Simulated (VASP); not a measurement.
## Au: single point with PBE

Au:

```
Au
1.0
     5.27903    0.00000    0.00000
     0.00000    5.27903    0.00000
     0.00000    0.00000    5.27903
Au
8
Cartesian
  2.6395 2.6395 2.6395
  0.0000 0.0000 0.0000
  1.3198 0.0000 2.6395
  2.6395 1.3198 0.0000
  2.6395 3.9593 0.0000
  3.9593 0.0000 2.6395
  0.0000 2.6395 3.9593
  0.0000 2.6395 1.3198
```

The cell was built by a generator and needn't be a form met in nature.

```json
{
  "Program": "VASP 6.6.1",
  "Task": "single point",
  "Functional": "PBE",
  "Potentials or basis": "VASP PAW PBE potentials, release 64 (Au)",
  "Cutoff": "520 eV",
  "k mesh": "4 × 4 × 4",
  "Occupations": "gaussian, width 0.1 eV",
  "Spin": "no spin polarisation"
}
```

```yaml
Pressure: 1.1 GPa
Band_gap_on_the_k_mesh: none (metal or under the smearing width)
```

Levels at points of the mesh, in eV from the Fermi level:
| k point | band 40 | band 41 | band 42 | band 43 | band 44 | band 45 | band 46 | band 47 | band 48 | band 49 |
| --- | --- | --- | --- | --- | --- | --- | --- | --- | --- | --- |
| (0.00, 0.00, 0.00) | -1.71 | -1.71 | 0.68 | 0.68 | 0.68 | 1.08 | 1.08 | 1.21 | 4.48 | 5.26 |
| (0.50, 0.00, 0.00) | -1.73 | -1.34 | -1.34 | 1.06 | 1.06 | 1.39 | 1.39 | 2.03 | 2.03 | 3.38 |
| (0.50, 0.50, 0.00) | -1.91 | -1.74 | -1.61 | -1.61 | -1.21 | 1.38 | 1.63 | 3.24 | 3.24 | 3.46 |
| (0.50, 0.50, 0.50) | -2.07 | -1.10 | -1.10 | -1.10 | -1.10 | -1.10 | -1.10 | -0.78 | -0.78 | 9.05 |

Wall time 58 s on 1 thread of Intel(R) Xeon(R) Platinum 8488C (Sapphire Rapids) (shared host), peak memory 0.25 GiB.

The run has no spin-orbit coupling, so splittings on Au are missing.
